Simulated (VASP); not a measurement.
Runs of VASP 6.6.1 on KI. Symmetry: Fm-3m, No. 225, cubic system. Conventional cell: a = 6.827 Å, b = 6.827 Å, c = 6.827 Å, α = 90.00°, β = 90.00°, γ = 90.00°. K (site symmetry m-3m) has 6 I at 3.41 Å as nearest neighbours. Around I (site symmetry m-3m) lie 6 K at 3.41 Å. 

```csv
task,cell,gap on the mesh (eV),pressure (GPa)
relaxation of the atoms,atoms relaxed from: a relaxed cell with its volume scaled by 1.06,3.72,-0.8
relaxation of the atoms,atoms relaxed from: a relaxed cell with its volume scaled by 0.98,3.92,0.3
relaxation of the atoms,atoms relaxed from: a relaxed cell with its volume scaled by 1.04,(b),-0.6
relaxation of the atoms,atoms relaxed from: a relaxed cell with its volume scaled by 0.96,3.98,0.7
relaxation of the atoms,atoms relaxed,3.87,0.0
relaxation of the atoms,atoms relaxed from: a relaxed cell with its volume scaled by 0.94,4.04,1.2
relaxation of the atoms,atoms relaxed from: a relaxed cell with its volume scaled by 1.02,(a),-0.3
relaxation of cell and atoms,relaxed,3.87,0.0
```

Alike in all rows: level LDA; potentials or basis VASP PAW LDA potentials, release 64 (K_sv, I); no spin polarisation; k mesh 8 × 8 × 8; cutoff (eV) 600; smearing gaussian 0.03 eV.

Task: Fill in the values left out.

Result: (a) 3.82; (b) 3.77.

Caveats: the relaxation stopped at its first step, so nothing moved; spin-orbit coupling is left out, which moves the levels of the heavy elements.

A k mesh can miss the band edges, and the runs leave out spin-orbit coupling on I.
